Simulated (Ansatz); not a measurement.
The system is Al2O3 (Corundum).

```
CELL_PARAMETERS angstrom
2.38025 1.37424 4.33187
-2.38025 1.37424 4.33187
0.00000 -2.74848 4.33187
ATOMIC_POSITIONS crystal
Al 0.85216 0.85216 0.85216
Al 0.64784 0.64784 0.64784
Al 0.14784 0.14784 0.14784
Al 0.35216 0.35216 0.35216
O 0.05668 0.75000 0.44332
O 0.75000 0.44332 0.05668
O 0.44332 0.05668 0.75000
O 0.94332 0.25000 0.55668
O 0.25000 0.55668 0.94332
O 0.55668 0.94332 0.25000
```

```yaml
Program: Ansatz 0.2.0
Task: single point
Functional: PBE
Potentials_or_basis: Ansatz PAW
Cutoff: "420 eV (not typed: the program's choice for these potentials)"
k_mesh: 7 × 7 × 7
Occupations: fermi-dirac, width 0.05 eV
Spin: no spin polarisation
```

On this cell: pressure 7.3 GPa; largest force 0.029 eV/Å; band gap on the k mesh 6.22 eV, direct.

The same run follows on a disturbed copy (atoms moved at random, drawn with an rms of 0.05 Å):

```
CELL_PARAMETERS angstrom
2.38025 1.37424 4.33187
-2.38025 1.37424 4.33187
0.00000 -2.74848 4.33187
ATOMIC_POSITIONS crystal
Al 0.84599 0.85460 0.85394
Al 0.64743 0.64674 0.65242
Al 0.15459 0.15157 0.14030
Al 0.35126 0.35158 0.35801
O 0.06183 0.74433 0.44081
O 0.75639 0.44990 0.05702
O 0.45391 0.05282 0.75526
O 0.92325 0.25700 0.56371
O 0.24167 0.55529 0.95300
O 0.54961 0.95408 0.25041
```

Task: What changes?

Result: The energy moves by +16.7 meV/atom; pressure 8.2 GPa; largest force 1.302 eV/Å; band gap on the k mesh 6.08 eV, direct.

Forces on the atoms (eV/Å):
```
Al   0.397  0.127  0.497
Al  -0.283  0.011 -0.189
Al  -0.248 -0.908  0.188
Al   0.210  0.267 -0.155
O   -0.572  0.093  0.466
O   -0.175 -0.510 -0.919
O   -0.552  0.363 -1.122
O    0.951  0.320  0.392
O    0.008  0.761  0.484
O    0.265 -0.525  0.358
```

Stress tensor (GPa, compression positive):
```
 9.38  0.36 -0.80
 0.36  7.16 -0.65
-0.80 -0.65  8.01
```

Caveats: odd divisions of the mesh miss points on the zone boundary, where band edges often lie, so the gap on the mesh can be too wide.

A k mesh can miss the band edges.
